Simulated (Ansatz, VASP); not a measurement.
## One calculation of CoO, two programs

INCAR

```
SYSTEM = CoO
PREC = Accurate
ENCUT = 520
EDIFF = 1E-6
ISMEAR = 0
SIGMA = 0.02
LREAL = .FALSE.
LASPH = .TRUE.
NELM = 150
ALGO = Fast
ISIF = 2
LWAVE = .FALSE.
LCHARG = .FALSE.
ISPIN = 2
MAGMOM = 2 0
LORBIT = 11
LMAXMIX = 4
GGA = PE
LOPTICS = .TRUE.
NBANDS = 40
NEDOS = 2000
CSHIFT = 0.1
```

KPOINTS

```
Automatic mesh
0
G
  11 11 11
  0 0 0
```

POSCAR

```
CoO
1.0
    0.0000000000      2.1315000000      2.1315000000
    2.1315000000      0.0000000000      2.1315000000
    2.1315000000      2.1315000000      0.0000000000
Co O
1 1
Direct
    0.0000000000      0.0000000000      0.0000000000
    0.5000000000      0.5000000000      0.5000000000
```

input.yaml

```yaml
crystal:
  lattice:
    - [0.0, 2.1315, 2.1315]
    - [2.1315, 0.0, 2.1315]
    - [2.1315, 2.1315, 0.0]
  atoms:
    - { symbol: Co, position: [0.0, 0.0, 0.0], spin: 2.0 }
    - { symbol: O, position: [0.5, 0.5, 0.5] }
hamiltonian:
  xc: pbe
  pseudopotentials: { kind: paw }
magnetization:
  spin_polarized: true
kpoints:
  mp_grid: { grid: [11, 11, 11] }
scf:
  occupations: { method: gaussian, width: 0.02 }
output:
  forces: true
  stress: true
  eigenvalues: true
  write_density: true
  write_potential: true
  elf: true
  volumetric_format: npy
```

Alike in both runs: functional PBE; k mesh 11 × 11 × 11; occupations gaussian, width 0.02 eV; collinear spin, ferromagnetic start.

|  | VASP | Ansatz |
| --- | --- | --- |
| version | VASP 6.6.1 | Ansatz 0.2.0 |
| potentials or method | VASP PAW PBE potentials, release 64 (Co, O) | Ansatz PAW |
| plane-wave cutoff (eV) | 520 | 420 |
| valence electrons in the cell | 15 | 23 |
| task | optical spectrum | single point |

VASP gave:

* gap on the k mesh at the Fermi level (eV): none
* pressure (GPa): -2.3
* net moment per atom (μB): 1.46
* size of the moment on the site where the two differ most (μB): 2.57

**Question.** Which values does Ansatz return?

**Answer.** gap on the k mesh at the Fermi level (eV): none; pressure (GPa): -1.6; net moment per atom (μB): 1.49; size of the moment on the site where the two differ most (μB): 2.53.

Site moments also hang on the region over which each program counts them. A gap of «none» marks a metal or a gap that the smearing closes. The two sets of potentials don't hold the same shells in valence.

Caveats: a cell with one magnetic atom can't hold antiferromagnetic order, which such compounds often take; semilocal functionals often make such compounds metallic where correlation or magnetic order opens a gap, which also shifts bond lengths; spectra need much finer meshes, so this one isn't converged (VASP); independent-particle spectra lack excitons (VASP); the intraband (Drude) part of a metal's response may be missing (VASP); the pressure holds a Pulay correction of +0.7 GPa for the finite cutoff (Ansatz). With open d or f shells a metallic result of PBE can be an artefact of self-interaction; +U or a hybrid may open a gap.
